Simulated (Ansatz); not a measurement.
Level of theory: DFT PBE, scalar-relativistic, plane waves, PAW (Ansatz 0.2.0). All cells share a 420 eV cutoff and Γ-centred k meshes spaced at most about 0.3 Å⁻¹ (about 0.25 or finer for metals, 2π included). No spin polarisation.

Temperature and zero-point effects are left out. All are two-dimensional sheets, periodic along a and b, with vacuum along c.

Problem. Which of these relaxed structures of Hf is the lowest in energy?
A.

```
CELL_PARAMETERS angstrom
4.02043 0.00000 0.00000
0.00000 4.02043 0.00000
0.00000 0.00000 28.08991
ATOMIC_POSITIONS crystal
Hf 0.00000 0.50000 0.31820
Hf 0.50000 0.00000 0.31820
Hf 0.00000 0.00000 0.24248
```

B.

```
CELL_PARAMETERS angstrom
2.77876 0.00000 0.00000
0.00000 2.77876 0.00000
0.00000 0.00000 23.80000
ATOMIC_POSITIONS crystal
Hf 0.00000 0.00000 0.29412
```

C.

```
CELL_PARAMETERS angstrom
2.93352 0.00000 0.00000
-1.46676 2.54050 0.00000
0.00000 0.00000 23.80000
ATOMIC_POSITIONS crystal
Hf 0.00000 0.00000 0.29412
```

Solution. A. The next of these, C, lies 0.38 eV/atom higher. Forms: A p4mm; C p6/mmm; B p4/mmm. Counting all near atoms (those within 1.25 times the shortest distance at each site; a slash parts the counts of unlike sites): A has Hf 4/6; C has Hf 6; B has Hf 4. All come from invented guesses.

These runs have no spin–orbit coupling, which can matter for Hf. Cells relaxed within their symmetry can be saddle points. Some types were kept out of the candidates beforehand, so the set may lack a known form.
